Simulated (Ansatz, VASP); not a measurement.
**SrO: VASP beside Ansatz**

```
Sr O
1.0
     3.05105    0.00000    0.00000
     0.00000    3.05105    0.00000
     0.00000    0.00000    3.10287
Sr O
1 1
Direct
  0.00000 0.00000 0.00000
  0.50000 0.50000 0.50000
```

Change from the starting cell: biaxial_xy strain -1.7%.

Alike in both runs: task single point; functional r2SCAN; k mesh 8 × 8 × 8; no spin polarisation.

|  | VASP | Ansatz |
| --- | --- | --- |
| version | VASP 6.6.1 | Ansatz 0.2.0 |
| potentials or method | VASP PAW PBE potentials, release 64 (Sr_sv, O) | plane waves, PAW |
| plane-wave cutoff (eV) | 520 | 500 |
| occupations | gaussian, width 0.01 eV | fixed |
| valence electrons in the cell | 16 | 16 |

```tsv
	VASP	Ansatz	Ansatz less VASP
gap on the k mesh at the Fermi level (eV)	3.19	3.26	+0.067
pressure (GPa)	4.6	3.7	-0.88
largest component of the traceless stress (GPa)	3.66	3.64	-0.021
```

Caveats: the PAW data sets were made with another functional, which shifts forces and pressure a little (VASP). A k mesh can miss the band edges.
